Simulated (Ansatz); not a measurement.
Take a crystal in which Si has been replaced by C on all its sites, with the cell rescaled by a rough guess (in some cases also distorted within its space group) and nothing relaxed:

```
CELL_PARAMETERS angstrom
-2.67889 2.67889 1.54862
2.67889 -2.67889 1.54862
2.67889 2.67889 -1.54862
ATOMIC_POSITIONS crystal
C 0.17880 0.17880 0.35760
C 0.82120 0.82120 0.64240
C 0.17880 0.82120 0.00000
C 0.82120 0.17880 0.00000
```

Method: DFT PBEsol, scalar-relativistic, plane waves, PAW (Ansatz).

Plane waves to 420 eV, a k mesh through Γ of 10×10×10 on the computed 4-atom cell and Gaussian smearing (0.02 eV); no spin polarisation.

Problem. Will this cell want to expand or contract, and how hard?

Solution. The pressure is -73.9 GPa (positive in compression), so the cell would contract.

Problem. Is it a metal on this mesh?

Solution. No: the gap is 1.96 eV, the least direct gap 2.11 eV.

This form isn't the element's structure at ambient conditions.